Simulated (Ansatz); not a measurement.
The system is Co.

```
CELL_PARAMETERS angstrom
2.47056 0.00000 0.00000
-1.23528 2.13957 0.00000
0.00000 0.00000 8.08823
ATOMIC_POSITIONS crystal
Co 0.66667 0.33333 0.75000
Co 0.00000 0.00000 0.50000
Co 0.33333 0.66667 0.25000
Co 0.00000 0.00000 0.00000
```

Base run:

```yaml
Program: Ansatz 0.2.0
Functional: PBE
Potentials_or_basis: Ansatz PAW
Cutoff: "420 eV (not typed: the program's choice for these potentials)"
k_mesh: 10 × 10 × 3
Occupations: fermi-dirac, width 0.05 eV
Spin: collinear spin, ferromagnetic start
Starting_moments: "[1.0, 1.0, 1.0, 1.0] μB"
Fixed_moment: 4 μB
```

Its results: pressure -3.1 GPa; site moments Co +0.81, +1.31 μB.

**Question.** After a change of settings the same cell gave: pressure 2.3 GPa; site moments Co +1.59, +1.56 μB. Which change was it?
A. fixed moment from 4 μB to 2 μB; moments at the start from [1.0, 1.0, 1.0, 1.0] to [0.5, 0.5, 0.5, 0.5]
B. fixed moment from 4 μB to 8 μB; moments at the start from [1.0, 1.0, 1.0, 1.0] to [2.0, 2.0, 2.0, 2.0]
C. fixed moment from 4 μB to 10 μB; moments at the start from [1.0, 1.0, 1.0, 1.0] to [2.5, 2.5, 2.5, 2.5]
D. fixed moment from 4 μB to 6 μB; moments at the start from [1.0, 1.0, 1.0, 1.0] to [1.5, 1.5, 1.5, 1.5]

**Answer.** D.

Caveats: the total moment is fixed, so each spin has its own Fermi level; the thresholds are loose for stress.
